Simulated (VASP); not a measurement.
BN: band structure with PBE-EpsX

Crystal: BN.

```
CELL_PARAMETERS angstrom
1.25112 0.72234 3.37293
-1.25112 0.72234 3.37293
0.00000 -1.44467 3.37293
ATOMIC_POSITIONS crystal
N 0.66724 0.66724 0.66724
B 0.00033 0.00033 0.00033
```

The cell is a database's computed one.

```json
{
 "Program": "VASP 6.6.1",
 "Task": "band structure",
 "Functional": "PBE-EpsX",
 "Potentials or basis": "VASP PAW PBE potentials, release 64 (N, B)",
 "Cutoff": "520 eV",
 "k mesh": "6 × 6 × 6",
 "Occupations": "fermi-dirac, width 0.05 eV",
 "Spin": "no spin polarisation",
 "Grid for exact exchange (PRECFOCK)": "Normal",
 "Exchange at q = 0": "default",
 "Share of exact exchange": "0.2493",
 "Further INCAR settings": "ALGO = Normal; EDIFF = 1e-07"
}
```

```yaml
Pressure: -1.3 GPa
Largest_force: 0.007 eV/Å
```

Forces in eV/Å, atoms in the order of the input:
```
N    0.000  0.000 -0.007
B    0.000  0.000  0.007
```

Stress tensor (GPa, compression positive):
```
-2.68  0.00  0.00
 0.00 -2.68  0.00
 0.00  0.00  1.57
```

Levels at the corners of the path, in eV from the valence-band top:
| point | band 5 | band 6 | band 7 | band 8 |
| --- | --- | --- | --- | --- |
| Γ | 6.76 | 13.92 | 13.92 | 15.88 |
| L | 7.15 | 11.98 | 15.02 | 16.97 |
| L | 7.15 | 11.98 | 15.02 | 16.97 |
| B1 | 6.66 | 14.30 | 16.28 | 18.30 |
| B | 6.66 | 14.30 | 16.28 | 18.30 |
| Z | 12.26 | 13.84 | 13.84 | 14.56 |
| Z | 12.26 | 13.84 | 13.84 | 14.56 |
| Γ | 6.76 | 13.92 | 13.92 | 15.88 |
| Γ | 6.76 | 13.92 | 13.92 | 15.88 |
| X | 6.50 | 14.24 | 15.97 | 18.71 |
| Q | 6.50 | 14.24 | 15.97 | 18.71 |
| F | 6.01 | 11.96 | 16.34 | 19.74 |
| F | 6.01 | 11.96 | 16.34 | 19.74 |
| P1 | 6.79 | 12.02 | 16.35 | 18.81 |
| P1 | 6.79 | 12.02 | 16.35 | 18.81 |
| Z | 12.26 | 13.84 | 13.84 | 14.56 |
| L | 7.15 | 11.98 | 15.02 | 16.97 |
| P | 6.79 | 12.02 | 16.35 | 18.81 |

Wall time 43 min on 1 thread of Intel(R) Xeon(R) Platinum 8559C (Emerald Rapids), with other jobs on the host, peak memory 0.4 GiB.

Caveat: the k mesh is coarse (spacing up to 0.49 Å⁻¹), so the values aren't converged, least of all with exact exchange; an unscreened hybrid on a path of extra k points without a Coulomb cutoff has errors near the mesh points, so the bands along the path aren't reliable; the PAW data sets were made with another functional, which shifts forces and pressure a little.
